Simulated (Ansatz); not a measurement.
# Does disorder add resistance in series? Rh(111) layers with 25 % Mo

Two lengths of the disordered region are known. What area resistance does the third give?

How it was computed: Ansatz 0.2.0, plane waves with PAW datasets at their recommended cutoffs (420 eV for most), Fermi-Dirac smearing; ballistic transmission by layer matching. The area resistance is RA = A (h/2e²)(1/T − 1/N), with T the zone-mean transmission per spin and N the lead's channels, both averaged over a few energies near the Fermi level; for magnets each spin is taken apart, with h/e², and the two conduct in parallel. Lateral cell 2x2, PBE, a fresh random draw for each length.

Results; the value marked ? is to be predicted:

```
length (Å)  channels N  RA (fΩ m²)
      8.78       7.000       0.665
      17.6       7.000       0.902
      26.3       7.000           ?
```

Worked fit:

Ohm's law makes RA linear in the length: the slope is (0.902 − 0.665)/(17.6 − 8.78) = 0.0270 fΩ m² per Å, or 27 µΩ cm. Then 0.902 + 0.0270 × 8.78. Predicted: 1.14 fΩ m².

What the run gave:

1.38 fΩ m², so the prediction is 18 % too low. The three lengths together give 41 µΩ cm. Single draws scatter; these runs don't part the causes of the miss, and leave the question open.

Caveats: The scatterers repeat sideways with the small cell. The slope is a raw one; a model of isotropic scattering puts it 1.01 times the bulk value over these lengths. Atoms sit unrelaxed on the host's lattice, and the pair may not mix at random in practice.

[Logs are printed without paths, hosts, clocks, repeated set-up lines and the standing remarks that a program may print on its own settings, such as how far it seeks lower states.]
